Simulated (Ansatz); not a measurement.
The system is WC (Qusongite).

```
W C
1.0
     2.90650    0.00000    0.00000
    -1.45325    2.51710    0.00000
     0.00000    0.00000    2.83660
W C
1 1
Direct
  0.00000 0.00000 0.00000
  0.66667 0.33333 0.50000
```

* Program: Ansatz 0.2.0
* Task: relaxation of cell and atoms
* Functional: BLYP
* Potentials or basis: Ansatz PAW
* Cutoff: 420 eV (not typed: the program's choice for these potentials)
* k mesh: 10 × 10 × 9
* Occupations: fermi-dirac, width 0.05 eV
* Spin: no spin polarisation

At the start: volume 10.38 Å³/atom.

How do energy, volume and symmetry change on relaxing?

It ends after 8 steps and the volume is 10.89 Å³/atom (+4.9 %); space group P-6m2 (No. 187, to 0.05 Å).

Step by step:
```
step  energy change (eV)  largest force (eV/Å)  volume (Å³)
   1              0.0000                0.0000        20.75
   2             -0.0211                0.0000        22.37
   3             -0.0538                0.0000        21.85
   4             -0.0545                0.0000        21.77
   5             -0.0545                0.0000        21.77
   6             -0.0571                0.0000        21.77
   7             -0.0570                0.0000        21.78
   8             -0.0571                0.0000        21.78
```

Final structure:
```
W C
1.0
     2.95922    0.00000    0.00000
    -1.47961    2.56276    0.00000
     0.00000    0.00000    2.87156
W C
1 1
Direct
  0.00000 0.00000 0.00000
  0.66667 0.33333 0.50000
```

Caveat: the plane-wave basis is chosen anew once the cell has moved, so the energies of steps on either side of that aren't comparable; the pressure holds a Pulay correction of +0.3 GPa for the finite cutoff; the PAW data sets come from PBE, with cores solved anew for the run's functional, which leaves a small shift of forces and pressure.
